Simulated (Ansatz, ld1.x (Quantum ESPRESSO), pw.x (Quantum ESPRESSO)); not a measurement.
From atom to crystal: TM potential for N (Z = 7)

| Item | Value |
| --- | --- |
| Element | nitrogen |
| Generator | ld1.x (Quantum ESPRESSO) 7.5 |
| Type | norm-conserving Troullier–Martins (Kleinman–Bylander form) |
| Functional | PBEsol |
| Relativity | scalar-relativistic |
| Frozen core | [He] |
| Valence charge | 5 |
| Reference configuration | 2s2 2p3 |
| Partial waves | 2s (bound): rc 0.95 bohr; 3d channel at 0.25 Ry: rc 2.45 bohr; 2p (bound): rc 2.65 bohr |
| Local potential | the p channel |
| Core correction | a·sin(br)/r model core inside 0.55 bohr |

Atomic tests: cutoffs needed: 50 Ry and 140 Ry (the cutoffs (Ry, on a coarse ladder) from which the occupation-weighted sum of valence levels, in a spherical-Bessel basis at the reference potential, stays within 10 and 1 mRy of its value at 400 Ry); ghost test: no extra level below or beside the all-electron valence levels (s, d, p, f tested) (spherical-Bessel basis up to 400 Ry, 20 bohr box); largest excitation error: +6425 meV (all-electron minus pseudo) for 2s1 2p0, out of 7 test configurations.

Crystal test: bcc N in pw.x 7.5, no spin, 18³ k-points, Fermi–Dirac smearing 0.01 Ry, cutoffs 170/680 Ry. The reference is all-electron LAPW (Ansatz 0.2.0) with the same functional, mesh and smearing; V0 and B0 come from Birch–Murnaghan fits to the pressures at five volumes. Errors are pseudo minus all-electron; Δ is the rms difference of the E(V) curves that follow from these fits, minima aligned, over ±6 % about the mean V0. Mesh and smearing are coarse, so the numbers serve the comparison and aren't converged zero-temperature values; the lattice is a test structure that the element need not adopt. Spin polarisation is left out.

| V (Å³/atom) | P all-electron (GPa) | P pseudo (GPa) |
| --- | --- | --- |
| 6.552 | 11.27 | 176.43 |
| 6.725 | 4.87 | 154.08 |
| 6.897 | -0.77 | 134.32 |
| 7.069 | -5.74 | 116.83 |
| 7.242 | -10.12 | 101.32 |

All-electron: a0 = 2.395 Å (V0 = 6.87 Å³/atom), B0 = 214.6 GPa.

Pseudopotential: converged, but broken (pressure over 100 GPa off). The pressure does not cross zero within the volumes sampled, so no fit is given. The largest radius (2.65 bohr) exceeds half the bond length (1.96 bohr), so the spheres overlap, which is one possible source of error among others. A pressure error of this size marks a broken potential; the numbers have no physical meaning.

Problem. At the middle volume, how do free energy and pressure move when the wave cutoff is lowered (ecutrho kept at four times it)?

Solution.

```tsv
cutoff (Ry)	shift of F (meV/atom)	shift of P (GPa)
76	+72.9	-0.25
102	+43.0	-2.37
136	+6.1	-1.06
```

Input at the middle volume:

```
&control
  calculation='scf', prefix='x', pseudo_dir='./', outdir='./tmp', tstress=.true., disk_io='none'
/
&system
  ibrav=0, nat=1, ntyp=1, ecutwfc=170, ecutrho=680, nbnd=9,
  occupations='smearing', smearing='fd', degauss=0.01
/
&electrons
  conv_thr=1e-09, mixing_beta=0.4, electron_maxstep=70
/
ATOMIC_SPECIES
N 1.0 N.UPF
CELL_PARAMETERS angstrom
  -1.19913132 1.19913132 1.19913132
  1.19913132 -1.19913132 1.19913132
  1.19913132 1.19913132 -1.19913132
ATOMIC_POSITIONS crystal
N 0.0000 0.0000 0.0000
K_POINTS automatic
18 18 18 0 0 0
```

```bash
pw.x < N.scf.in > N.scf.out
```

Lines of the output:

```
Message from routine setup:
     using ibrav=0 with symmetry is DISCOURAGED, use correct ibrav instead
     lattice parameter (alat)  =       3.9249  a.u.
     unit-cell volume          =      46.5433 (a.u.)^3
     number of electrons       =         5.00
     number of Kohn-Sham states=            9
     kinetic-energy cutoff     =     170.0000  Ry
     charge density cutoff     =     680.0000  Ry
     scf convergence threshold =      1.0E-09
     Exchange-correlation= PBESOL
     number of k points=   195  Fermi-Dirac smearing, width (Ry)=  0.0100
     iteration #  1     ecut=   170.00 Ry     beta= 0.40
     total energy              =     -19.25912873 Ry
     estimated scf accuracy    <       0.00157985 Ry
     iteration #  2     ecut=   170.00 Ry     beta= 0.40
     total energy              =     -19.25911345 Ry
     estimated scf accuracy    <       0.00043623 Ry
     iteration #  3     ecut=   170.00 Ry     beta= 0.40
     total energy              =     -19.25915138 Ry
     estimated scf accuracy    <       0.00000757 Ry
     iteration #  4     ecut=   170.00 Ry     beta= 0.40
     total energy              =     -19.25915209 Ry
     estimated scf accuracy    <       0.00000004 Ry
     iteration #  5     ecut=   170.00 Ry     beta= 0.40
     total energy              =     -19.25915211 Ry
     estimated scf accuracy    <          5.8E-09 Ry
     iteration #  6     ecut=   170.00 Ry     beta= 0.40
     the Fermi energy is    10.7774 ev
!    total energy              =     -19.25915211 Ry
     estimated scf accuracy    <          7.8E-10 Ry
     smearing contrib. (-TS)   =      -0.00202965 Ry
     The total energy is F=E-TS. E is the sum of the following terms:
     one-electron contribution =       4.70921202 Ry
     hartree contribution      =       1.22843925 Ry
     xc contribution           =      -5.11983099 Ry
     ewald contribution        =     -20.07494274 Ry
     convergence has been achieved in   6 iterations
          total   stress  (Ry/bohr**3)                   (kbar)     P=     1343.22
     Message from routine punch:
     Nothing written, as per user request (disk_io='none')
```

The run at the middle volume (195 k-points, 6 iterations) took about 36 s on one core of a shared host (Neoverse-V1, 32 threads, 247 GiB, load 10).
